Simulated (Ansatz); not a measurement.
BaTiO3:

```
CELL_PARAMETERS angstrom
2.82767 1.63255 2.31773
-2.82767 1.63255 2.31773
0.00000 -3.26511 2.31773
ATOMIC_POSITIONS crystal
Ba 0.03347 0.98847 0.00184
Ti 0.50610 0.52748 0.53723
O 0.48625 0.49715 0.97115
O 0.47409 0.98642 0.47201
O 0.97879 0.47918 0.49647
```

Program: Ansatz 0.2.0. Alike in all runs: task band structure; potentials or basis Ansatz PAW; no spin polarisation; cell as given; k mesh 7 × 7 × 7; smearing fermi-dirac 0.05 eV.

Task: Order these runs on this cell by their band gap on the k mesh, lowest first.
A. level BLYP; cutoff (eV) 420
B. level r2SCAN+U; U Ti d U = 1 eV; cutoff (eV) 500; hubbard projectors ortho-atomic (the default); double counting fll (the default)
C. level r2SCAN+U; U Ti d U = 5 eV; cutoff (eV) 500; hubbard projectors ortho-atomic (the default); double counting fll (the default)

Result: A (2.80 eV), B (3.25 eV), C (3.75 eV).

Caveats: the k mesh misses the band edges, so the gap on the mesh is wider than the one along the path; spin-orbit coupling is left out, which moves the levels of the heavy elements; forces of over 1 eV/Å show positions far from the minimum, so gaps and moduli don't describe the material at rest (some runs).

Not every run made on this cell is shown here.
